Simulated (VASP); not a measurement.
# Al (Fm-3m) in VASP: a series of runs, part 2 of 2

VASP 6.6.1. Earlier steps stand in the parts before.

## 4. Single point, PBE (grid = ENCUT=400 dk=0.35 cell=3x3x3 ISMEAR=1 SIGMA=0.1 LREAL=False EDIFF=1e-06)

File INCAR:

```
SYSTEM = Al
  PREC = Accurate
  ENCUT = 400
  EDIFF = 1E-6
  ISMEAR = 1
  SIGMA = 0.1
  LREAL = .False.
  LASPH = .True.
  NELM = 120
  ALGO = Fast
  ISIF = 2
  LWAVE = .False.
  LCHARG = .False.
  GGA = PE
  NBANDS = 66
```

File KPOINTS:

```
Automatic mesh
0
Gamma
  3 3 3
  0 0 0
```

File POSCAR:

```
Al
1.0
    0.0000000000      6.0744150000      6.0744150000
    6.0744150000      0.0000000000      6.0744150000
    6.0744150000      6.0744150000      0.0000000000
Al
27
Direct
    0.0000000000      0.0000000000      0.0000000000
    0.0000000000      0.0000000000      0.3333333333
    0.0000000000      0.0000000000      0.6666666667
    0.0000000000      0.3333333333      0.0000000000
    0.0000000000      0.3333333333      0.3333333333
    0.0000000000      0.3333333333      0.6666666667
    0.0000000000      0.6666666667      0.0000000000
    0.0000000000      0.6666666667      0.3333333333
    0.0000000000      0.6666666667      0.6666666667
    0.3333333333      0.0000000000      0.0000000000
    0.3333333333      0.0000000000      0.3333333333
    0.3333333333      0.0000000000      0.6666666667
    0.3333333333      0.3333333333      0.0000000000
    0.3333333333      0.3333333333      0.3333333333
    0.3333333333      0.3333333333      0.6666666667
    0.3333333333      0.6666666667      0.0000000000
    0.3333333333      0.6666666667      0.3333333333
    0.3333333333      0.6666666667      0.6666666667
    0.6666666667      0.0000000000      0.0000000000
    0.6666666667      0.0000000000      0.3333333333
    0.6666666667      0.0000000000      0.6666666667
    0.6666666667      0.3333333333      0.0000000000
    0.6666666667      0.3333333333      0.3333333333
    0.6666666667      0.3333333333      0.6666666667
    0.6666666667      0.6666666667      0.0000000000
    0.6666666667      0.6666666667      0.3333333333
    0.6666666667      0.6666666667      0.6666666667
```

Potentials or basis: VASP PAW PBE potentials, release 64 (Al).

Started as:

```
$ cat potpaw_PBE.64/Al/POTCAR > POTCAR
$ mpirun -np 1 vasp_std > vasp.out
```

OUTCAR:

```text
SYSTEM = Al
   PREC = Accurate
   ENCUT = 400
   EDIFF = 1E-6
   ISMEAR = 1
   LREAL = .False.
   LASPH = .True.
   NELM = 120
   ISIF = 2
   GGA = PE

 Found      4 irreducible k-points:

 Following reciprocal coordinates:
            Coordinates               Weight
  0.000000  0.000000  0.000000      1.000000
  0.333333  0.000000  0.000000      8.000000
  0.333333  0.333333  0.000000      6.000000
 -0.333333  0.333333  0.000000     12.000000
   k-points           NKPTS =      4   k-points in BZ     NKDIM =      4   number of bands    NBANDS=     66
   number of dos      NEDOS =    301   number of ions     NIONS =     27
   total plane-waves  NPLWV = 175616
   dimension x,y,z NGX =    56 NGY =   56 NGZ =   56
   dimension x,y,z NGXF=   112 NGYF=  112 NGZF=  112
   ions per type =              27
   NGX,Y,Z   is equivalent  to a cutoff of  10.84, 10.84, 10.84 a.u.
   NGXF,Y,Z  is equivalent  to a cutoff of  21.67, 21.67, 21.67 a.u.
 SYSTEM =  Al
   PREC   = accura    normal or accurate (medium, high low for compatibility)
   ISTART =      0    job   : 0-new  1-cont  2-samecut
   ICHARG =      2    charge: 1-file 2-atom 10-const
   ISPIN  =      1    spin polarized calculation?
   LNONCOLLINEAR =      F non collinear calculations
   LSORBIT =      F    spin-orbit coupling
   LASPH  =      T    aspherical Exc in radial PAW
   ENCUT  =  400.0 eV  29.40 Ry    5.42 a.u.  14.01 14.01 14.01*2*pi/ulx,y,z
   NELM   =    120;   NELMIN=  2; NELMDL= -5     # of ELM steps
   EDIFF  = 0.1E-05   stopping-criterion for ELM
   LREAL  =      F    real-space projection
[... 7 lines left out ...]
   TEBEG  =    0.0;   TEEND  =   0.0 temperature during run
   PSTRESS=    0.0 pullay stress
   NELECT =      81.0000    total number of electrons
   NUPDOWN=      -1.0000    fix difference up-down
   EMIN   =  10.00;   EMAX   =-10.00  energy-range for DOS
   EFERMI =   0.00;   METHOD = LEGACY
   ISMEAR =     1;   SIGMA  =   0.10  broadening in eV -4-tet -1-fermi 0-gaus
   EFERMI_NEDOS =   21; number of points for ismear=-14 and -15
   IALGO  =     68    algorithm
   IMIX   =      4    mixing-type and parameters
     AMIX     =   0.40;   BMIX     =  1.00
     AMIX_MAG =   1.60;   BMIX_MAG =  1.00
  volume/ion in A,a.u.               =      16.60       112.04
  Fermi-wavevector in a.u.,A,eV,Ry     =   0.925526  1.748991 11.654733  0.856599
  Thomas-Fermi vector in A             =   2.051390
   LORBIT       =      0    0 simple, 1 ext, 2 COOP (PROOUT), +10 PAW based schemes
   GGA     = PE    functional components
   LHFCALC =     F    Hartree Fock is set to
   AEXX    =    0.0000 exact exchange contribution
   IVDW    =     0    specifies the selected vdW correction
   LEPSILON=     F    determine dielectric tensor
   LRPA    =     F    only Hartree local field effects (RPA)
 non-spin polarized calculation
 RMM-DIIS sequential band-by-band and
 Methfessel and Paxton  Order N= 1 SIGMA  =   0.10
  energy-cutoff  :      400.00
  volume of cell :      448.27
 maximum number of plane-waves:      8154
   NGX = 29   NGY = 29   NGZ = 29

 number of electron      81.0000000 magnetization

 Free energy of the ion-electron system (eV)
  ---------------------------------------------------
  ext. energy  EPLUGINS =         0.00000000
  ---------------------------------------------------
  free energy    TOTEN  =      -100.30971603 eV

  energy without entropy =     -100.27651817  energy(sigma->0) =     -100.29865008

 E-fermi :   7.9185     XC(G=0): -10.1733

 val. band max:        7.7998434822   @ k =   0.3333   0.3333   0.0000
 cond. band min:       7.9439910918   @ k =  -0.3333   0.3333   0.0000
 fundamental gap:      0.1441476096
 Fermi energy:         7.9184986329

 k-point     1 :       0.0000    0.0000    0.0000
  band No.  band energies     occupation
      1      -3.1550      2.00000
      2      -0.1768      2.00000
      3      -0.1768      2.00000
      4      -0.1768      2.00000
      5      -0.1768      2.00000
      6      -0.1768      2.00000
[... 44 lines left out ...]
     51       8.3204     -0.00000
     52       8.4305     -0.00000

 k-point     2 :       0.3333    0.0000    0.0000
  band No.  band energies     occupation
      1      -2.8210      2.00000
      2      -1.8237      2.00000
      3      -0.5048      2.00000
      4      -0.5048      2.00000
      5      -0.5048      2.00000
      6      -0.1774      2.00000
[... 44 lines left out ...]
     51       9.9092     -0.00000
     52       9.9092     -0.00000

 k-point     3 :       0.3333    0.3333    0.0000
  band No.  band energies     occupation
      1      -2.7098      2.00000
      2      -1.3827      2.00000
      3      -1.0529      2.00000
      4      -1.0529      2.00000
      5      -1.0529      2.00000
      6      -1.0529      2.00000
[... 44 lines left out ...]
     51       9.9875      0.00000
     52       9.9875      0.00000

 k-point     4 :      -0.3333    0.3333    0.0000
  band No.  band energies     occupation
      1      -2.2661      2.00000
      2      -1.9342      2.00000
      3      -1.9342      2.00000
      4      -0.9431      2.00000
      5      -0.9431      2.00000
      6       0.3678      2.00000
[... 44 lines left out ...]
     51       9.7561     -0.00000
     52       9.7561     -0.00000
 [bands above 52 left out]

------------------------ aborting loop because EDIFF is reached ----------------------------------------

  FORCE on cell =-STRESS in cart. coord.  units (eV):
  Direction    XX          YY          ZZ          XY          YZ          ZX
  --------------------------------------------------------------------------------------
  -------------------------------------------------------------------------------------
  Total       -0.5624995     -0.5624995     -0.5624995     -0.0000000     -0.0000000      0.0000000
  in kB       -2.0104318     -2.0104318     -2.0104318     -0.0000000     -0.0000000      0.0000000
  external PRESSURE =      -2.0104318 kB  Pullay stress =       0.0000000 kB

 VOLUME and BASIS-vectors are now :
 -----------------------------------------------------------------------------
  energy-cutoff  :      400.00
  volume of cell :      448.27
      direct lattice vectors                 reciprocal lattice vectors
     0.000000000  6.074415000  6.074415000    -0.082312453  0.082312453  0.082312453
     6.074415000  0.000000000  6.074415000     0.082312453 -0.082312453  0.082312453
     6.074415000  6.074415000  0.000000000     0.082312453  0.082312453 -0.082312453

 POSITION                                       TOTAL-FORCE (eV/Angst)
 -----------------------------------------------------------------------------------
      0.00000      0.00000      0.00000         0.000000     -0.000000     -0.000000
      2.02480      2.02480      0.00000         0.000000      0.000000      0.000000
      4.04961      4.04961      0.00000        -0.000000     -0.000000     -0.000000
      2.02480      0.00000      2.02480         0.000000      0.000000     -0.000000
      4.04961      2.02480      2.02480        -0.000000      0.000000      0.000000
      6.07442      4.04961      2.02480        -0.000000     -0.000000     -0.000000
[... 19 lines left out ...]
      6.07442      6.07442      8.09922        -0.000000      0.000000      0.000000
      8.09922      8.09922      8.09922         0.000000      0.000000      0.000000
 -----------------------------------------------------------------------------------
    total drift:                               -0.000000     -0.000000     -0.000000

  FREE ENERGIE OF THE ION-ELECTRON SYSTEM (eV)
  ---------------------------------------------------
  free  energy   TOTEN  =      -100.3097160326 eV

  energy  without entropy=     -100.2765181668  energy(sigma->0) =     -100.29865008
```

Run time: 1.9 min. Hardware: 1 thread of Intel Xeon Platinum 8488C (Sapphire Rapids), shared host; peak memory 0.41 GiB.

These settings aren't checked as converged: the numbers below hold their error.

What came out:

| Quantity | Value |
| --- | --- |
| Free energy | -100.3097 eV |
| Pressure | -0.2 GPa |
| Band gap on the k mesh | none (metal or under the smearing width) |

## 5. Single point, PBE (grid = ENCUT=400 dk=0.35 cell=3x3x3 ISMEAR=1 SIGMA=0.02 LREAL=Auto EDIFF=1e-06)

INCAR, as its differences from that of step 4:

```diff
@@ -5,4 +5,4 @@
   ISMEAR = 1
-  SIGMA = 0.1
-  LREAL = .False.
+  SIGMA = 0.02
+  LREAL = Auto
   LASPH = .True.
```

KPOINTS is that of step 4.

POSCAR is that of step 4.

Started as:

```
$ cat potpaw_PBE.64/Al/POTCAR > POTCAR
$ mpirun -np 1 vasp_std > vasp.out
```

Run time: 2.1 min. Hardware: 1 thread of Intel Xeon Platinum 8488C (Sapphire Rapids), shared host; peak memory 0.4 GiB.

The run converged, but some of its settings lie outside the range that counts as converged, so its numbers aren't taken as properties of the crystal.

What came out:

```yaml
Free_energy: -100.2877 eV
Pressure: -0.2 GPa
Band_gap_on_the_k_mesh: none (metal or under the smearing width)
```

## 6. Single point, PBE (grid = ENCUT=460 dk=0.35 cell=3x3x3 ISMEAR=1 SIGMA=0.1 LREAL=Auto EDIFF=1e-06)

INCAR, as its differences from that of step 5:

```diff
@@ -2,6 +2,6 @@
   PREC = Accurate
-  ENCUT = 400
+  ENCUT = 460
   EDIFF = 1E-6
   ISMEAR = 1
-  SIGMA = 0.02
+  SIGMA = 0.1
   LREAL = Auto
```

KPOINTS is that of step 5.

POSCAR is that of step 5.

Potentials or basis: VASP PAW PBE potentials, release 64 (Al).

Started as:

```
$ cat potpaw_PBE.64/Al/POTCAR > POTCAR
$ mpirun -np 1 vasp_std > vasp.out
```

Run time: 2.1 min. Hardware: 1 thread of Intel Xeon Platinum 8488C (Sapphire Rapids), shared host; peak memory 0.46 GiB.

These settings aren't checked as converged: the numbers below hold their error.

What came out:

```
Free energy            : -100.3329 eV
Pressure               : -0.2 GPa
Band gap on the k mesh : none (metal or under the smearing width)
```

## 7. The reference run

An earlier run on the cell as given: functional PBE; potentials or basis VASP PAW PBE potentials, release 64 (Al); cutoff 520 eV; k mesh 11 × 11 × 11; occupations fermi-dirac, width 0.05 eV; no spin polarisation.

- Pressure: -0.5 GPa
- Band gap on the k mesh: none (metal or under the smearing width)
